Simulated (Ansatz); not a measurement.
How settings move the G0W0 gap of NaCl (rocksalt)

Rocksalt NaCl, relaxed with r2SCAN; one-shot G0W0 in Ansatz without spin-orbit coupling. The values are computed, spin-unpolarised, and not measurements.

```cif
data_structure
_symmetry_space_group_name_H-M 'Fm-3m'
_symmetry_Int_Tables_number 225
_cell_length_a 5.6054
_cell_length_b 5.6054
_cell_length_c 5.6054
_cell_angle_alpha 90.000
_cell_angle_beta 90.000
_cell_angle_gamma 90.000
_cell_volume 176.12
loop_
_atom_site_label
_atom_site_type_symbol
_atom_site_symmetry_multiplicity
_atom_site_Wyckoff_symbol
_atom_site_fract_x
_atom_site_fract_y
_atom_site_fract_z
_atom_site_occupancy
Na1 Na 4 a 0.00000 0.00000 0.00000 1
Cl1 Cl 4 b 0.50000 0.00000 0.00000 1
```

Gaps are read over the mesh points alone. G0W0 values are finite-basis, finite-mesh values.
```csv
start,potentials,frequency model,mesh,empty bands,screening cutoff (eV),Kohn-Sham gap (eV),G0W0 gap (eV)
PBE,PAW,contour deformation,6×6×6,99,100,5.18,7.83
PBE,PAW,contour deformation,6×6×6,241,180,5.18,7.99
PBE,PAW,contour deformation,6×6×6,468,260,5.18,8.07
HSE06,PAW,contour deformation,6×6×6,241,180,6.56,8.66
r2SCAN,PAW,contour deformation,6×6×6,241,180,5.98,8.44
PBE0,PAW,contour deformation,6×6×6,241,180,7.28,8.87
PBE,PAW,Godby-Needs pole,6×6×6,241,180,5.18,7.98
PBE,PAW,contour deformation,8×8×8,71,80,5.18,7.75
PBE,norm-conserving,contour deformation,6×6×6,241,180,5.18,7.99
```

G0W0 moves the gap on the mesh from 5.18 eV (PBE) to 8.07 eV (direct at Γ). Renormalisation factors Z lie between 0.79 and 0.86.

Raising bands and cutoff together moves the gap by +0.16 eV (100 to 180 eV), then +0.08 eV (180 to 260 eV); the last step is still large, so the basis limit isn't reached. Starting from HSE06 (6.56 eV against PBE's 5.18 eV) gives 8.66 eV, +0.67 eV from G0W0@PBE at the same screening cutoff. Starting from r2SCAN (5.98 eV against PBE's 5.18 eV) gives 8.44 eV, +0.45 eV from G0W0@PBE at the same screening cutoff. Starting from PBE0 (7.28 eV against PBE's 5.18 eV) gives 8.87 eV, +0.88 eV from G0W0@PBE at the same screening cutoff. The Godby-Needs plasmon pole differs from contour deformation by -0.01 eV. Norm-conserving potentials (wave cutoff 1197 eV against 420 eV) shift the quasiparticle gap by 0.00 eV and the PBE gap by 0.00 eV. r2SCAN runs take a wave cutoff of 500 eV.
